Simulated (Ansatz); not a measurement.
# ZrS$_{2}$: zone-centre modes at 30 GPa

Theory: Ansatz 0.2.0, DFT LDA, scalar-relativistic, plane waves, PAW. Plane waves to 420 eV; Γ-centred k mesh 12×12×8; Fermi-Dirac smearing of 0.15 eV. No spin polarisation. Phonons by linear response, acoustic sum rule imposed.

The cell, relaxed at 30 GPa:
```
Zr S
1.0
     3.24094    0.00000    0.00000
    -1.62047    2.80674    0.00000
     0.00000    0.00000    5.07676
Zr S
1 2
Direct
  0.00000 0.00000 0.00000
  0.33333 0.66667 0.30597
  0.66667 0.33333 0.69403
```

In a metal, frequencies and elastic constants depend on the k mesh and the smearing, soft modes and shear constants most. Other phases may be more stable at this pressure. A semilocal functional can close a gap that the real compound has.

Q: Is this structure stable against zone-centre distortions?

A: Yes, at Γ: no optical mode is imaginary. Strains and other wave vectors aren't tested by this run.

Q: List the optical modes at Γ (i marks imaginary ones).

A:
| frequency (cm⁻¹) | degeneracy |
| --- | --- |
| 236 | 2 |
| 271 | 2 |
| 428 | 1 |
| 429 | 1 |

Cost: 1 run of about 1.7 core-minutes, on Intel Xeon Processor @ 2.70GHz (shared hosts).